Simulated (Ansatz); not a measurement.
Consider ZrSe2/ZrSe2 (1T multilayer).

The cell holds 6 atoms: 2 Zr and 4 Se. Cell: a = 3.712 Å, b = 3.712 Å, c = 41.400 Å, α = 90.0°, β = 90.0°, γ = 120.0°. Regions: layer 1 (ZrSe2), 3 atoms (1 Zr and 2 Se); layer 2 (ZrSe2), 3 atoms (1 Zr and 2 Se). Vacuum lies along c.

```xyz
6
Lattice="3.7125 0.0000 0.0000 -1.8562 3.2151 0.0000 0.0000 0.0000 41.4000" Properties=species:S:1:pos:R:3
Zr    0.0000    0.0000   17.7247
Se    0.0000    2.1434   19.2971
Se    1.8562    1.0717   16.1600
Zr    0.0000    0.0000   23.6753
Se    0.0000    2.1434   25.2400
Se    1.8562    1.0717   22.1029
```

The structure was relaxed with LDA. The runs that relaxed it are not among those shown. PAW set soft_2, made with PBE.

Gaps computed with Ansatz 0.2.0 without a self-energy: LDA 0.17 eV, LDA+SOC 0.02 eV and HSE06 0.88 eV.

Q: Estimate the G0W0@LDA gap with 6×6×1 mesh, 588 empty bands, screening to 65 eV, default PAW files.

About 0.77 eV: on its mesh the run moves the gap from 0.17 eV by +0.60 eV. Among the scalar-relativistic levels given, HSE06 is nearest (+0.11 eV). Spin-orbit coupling is not in that value; its −0.15 eV at the LDA level would bring it to about 0.62 eV. Bands and cutoff are finite, so the gap is not at the basis limit. The miss can reach some tenths of an eV and take either sign; the mesh is an error of its own. The mesh in the plane is coarse for a sheet; gap and any exciton binding can still move on denser ones. The many-body steps are scalar-relativistic: spin-orbit coupling is not in them.

[Paths, hosts, dates, memory and timing lines, banners, echoed tables and standing remarks are left out of the program output.]

[Logs are printed without paths, hosts, clocks, repeated set-up lines and the standing remarks that a program may print on its own settings, such as how far it seeks lower states.]

[Runs of the session that timed out or met a known fault of the program may be left out.]

[Cells called generated may have been cut or substituted from an entry of the Crystallography Open Database or the Materials Project.]

[Hosts, paths, dates, database ids (printed as entryN), source tags and the programs' standing remarks are cut or masked in the printed files.]
